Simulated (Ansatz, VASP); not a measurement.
## SiO2 (kl): VASP beside Ansatz

```
CELL_PARAMETERS angstrom
4.15496 0.00000 0.00000
0.00000 4.15496 0.00000
0.00000 0.00000 2.66136
ATOMIC_POSITIONS crystal
Si 0.00000 0.00000 0.00000
Si 0.50000 0.50000 0.50000
O 0.30557 0.30557 0.00000
O 0.19443 0.80557 0.50000
O 0.69443 0.69443 0.00000
O 0.80557 0.19443 0.50000
```

Alike in both runs: functional LDA; k mesh 6 × 6 × 8; occupations gaussian, width 0.02 eV; no spin polarisation.

Ansatz relaxed the structure, and its values are those at the end. VASP's run is a single point on that final structure, the one shown.

|  | VASP | Ansatz |
| --- | --- | --- |
| version | VASP 6.6.1 | Ansatz 0.2.0 |
| potentials or method | VASP PAW LDA potentials, release 64 (Si, O) | scalar-relativistic, plane waves, PAW |
| plane-wave cutoff (eV) | 520 | 420 |
| valence electrons in the cell | 32 | 32 |

```tsv
	VASP	Ansatz	Ansatz less VASP
gap on the k mesh at the Fermi level (eV)	5.82	5.82	-0.002
least direct gap on the mesh (eV)	5.82	5.82	-0.002
pressure (GPa)	1.1	0.0	-1.12
rms of the force components (eV/Å)	0.016	0.000	-0.0161
```

Ansatz warned: «pseudo_functional_mismatch».

A k mesh can miss the band edges.
